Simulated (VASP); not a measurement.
Here is a VASP 6.6.1 calculation.

Contents of INCAR:

```
  PREC = Accurate
  ENCUT = 520
  EDIFF = 1E-7
  ISMEAR = 0
  SIGMA = 0.1
  LREAL = F
  LASPH = T
  NELM = 100
  ALGO = Normal
  ISIF = 2
  LWAVE = F
  LCHARG = F
  GGA = PS
  NBANDS = 16
```

File KPOINTS:

```
regular mesh
0
Gamma
  6 6 6
```

The input POSCAR:

```
InAs
1.0
    0.0000000000      3.0240000000      3.0240000000
    3.0240000000      0.0000000000      3.0240000000
    3.0240000000      3.0240000000      0.0000000000
In As
1 1
Direct
    0.0000000000      0.0000000000      0.0000000000
    0.7500000000      0.7500000000      0.7500000000
```

Potentials or basis: VASP PAW PBE potentials, release 64 (In_d, As).

The run is started by

```bash
$ cat potpaw_PBE.64/In_d/POTCAR potpaw_PBE.64/As/POTCAR > POTCAR
$ mpirun -np 1 vasp_std > vasp.out
```

(1) What does it give for the band gap on the k mesh?

(2) Estimate the pressure.

Answers

(1) none (metal or under the smearing width).

(2) 1.3 GPa.

Caveat: the PAW data sets were made with another functional, which shifts forces and pressure a little; this crystal is a semiconductor, whose small gap the functional closes, so the metal is an error of the method.

**The experiment to reproduce.**

From a printed reference work, data compilation, for a bulk crystal of InAs at 4.2 K: band gap 0.418 eV (direct).

A measured gap of InAs is 0.418 eV (direct; 4.2 K; a printed reference work, data compilation); the calculated 0.00 eV misses it by -0.42 eV. Spin-orbit coupling on As, In is left out. The value is that of PBEsol on a finite k mesh, which can miss the band edges, without temperature or zero-point motion. Semilocal functionals fall short of measured gaps as a rule.
